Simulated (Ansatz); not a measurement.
# WS2 (Tungstenite): band structure with PBEsol

Crystal: WS2 (Tungstenite).

```
W S
1.0
     3.18000    0.00000    0.00000
    -1.59000    2.75396    0.00000
     0.00000    0.00000   12.50000
W S
2 4
Direct
  0.66667 0.33333 0.75000
  0.33333 0.66667 0.25000
  0.66667 0.33333 0.37500
  0.33333 0.66667 0.87500
  0.66667 0.33333 0.12500
  0.33333 0.66667 0.62500
```

| Item | Value |
| --- | --- |
| Program | Ansatz 0.2.0 |
| Task | band structure |
| Functional | PBEsol |
| Potentials or basis | Ansatz PAW |
| Cutoff | 420 eV (not typed: the program's choice for these potentials) |
| k mesh | 10 × 10 × 3 |
| Occupations | fermi-dirac, width 0.05 eV |
| Spin | no spin polarisation |
| Path | [["G", "M", "K", "G", "A", "L", "H", "A"], ["L", "M"], ["K", "H"]] |
| Points for each segment of the path | 14 |

```
Pressure                : -2.7 GPa
Largest force           : 0.154 eV/Å
Band gap on the k mesh  : 1.07 eV, indirect (least direct gap 2.08 eV)
Band gap along the path : 1.00 eV, indirect (least direct gap 1.72 eV)
```

Forces on the atoms (eV/Å):
```
W    0.000  0.000  0.000
W    0.000  0.000  0.000
S    0.000  0.000 -0.154
S    0.000  0.000 -0.154
S    0.000  0.000  0.154
S    0.000  0.000  0.154
```

Stress tensor (GPa, compression positive):
```
-3.51  0.00  0.00
 0.00 -3.51  0.00
 0.00  0.00 -1.11
```

Levels at the corners of the path, in eV from the valence-band top:
```
point  band 22  band 23  band 24  band 25  band 26  band 27  band 28  band 29  band 30  band 31
    Γ    -2.26    -2.26    -1.54    -1.13     0.00     2.24     2.24     2.25     2.25     2.36
    M    -2.68    -2.00    -1.83    -1.68    -1.52     2.18     2.22     2.53     2.76     3.06
    K    -4.04    -2.88    -2.88    -0.75    -0.58     1.15     1.15     2.11     3.24     3.30
    Γ    -2.26    -2.26    -1.54    -1.13     0.00     2.24     2.24     2.25     2.25     2.36
    A    -2.28    -2.28    -2.28    -0.31    -0.31     2.24     2.24     2.24     2.24     2.44
    L    -2.79    -1.91    -1.91    -1.59    -1.59     2.20     2.20     2.67     2.67     3.34
    H    -3.78    -3.02    -3.02    -0.67    -0.67     1.15     1.15     2.60     2.60     3.38
    A    -2.28    -2.28    -2.28    -0.31    -0.31     2.24     2.24     2.24     2.24     2.44
    L    -2.79    -1.91    -1.91    -1.59    -1.59     2.20     2.20     2.67     2.67     3.34
    M    -2.68    -2.00    -1.83    -1.68    -1.52     2.18     2.22     2.53     2.76     3.06
    K    -4.04    -2.88    -2.88    -0.75    -0.58     1.15     1.15     2.11     3.24     3.30
    H    -3.78    -3.02    -3.02    -0.67    -0.67     1.15     1.15     2.60     2.60     3.38
```

It took 16 s on 2 threads of Intel(R) Xeon(R) Processor @ 2.50GHz (Skylake/Cascade Lake), on a shared host, peak memory 0.59 GiB.

Caveat: the k mesh misses the band edges, so the gap on the mesh is wider than the one along the path; spin-orbit coupling is left out, which moves the levels of the heavy elements; this functional lacks dispersion, which binds the layers, so the pressure and a relaxed spacing across them are unreliable; the PAW data sets come from PBE, with cores solved anew for the run's functional, which leaves a small shift of forces and pressure.
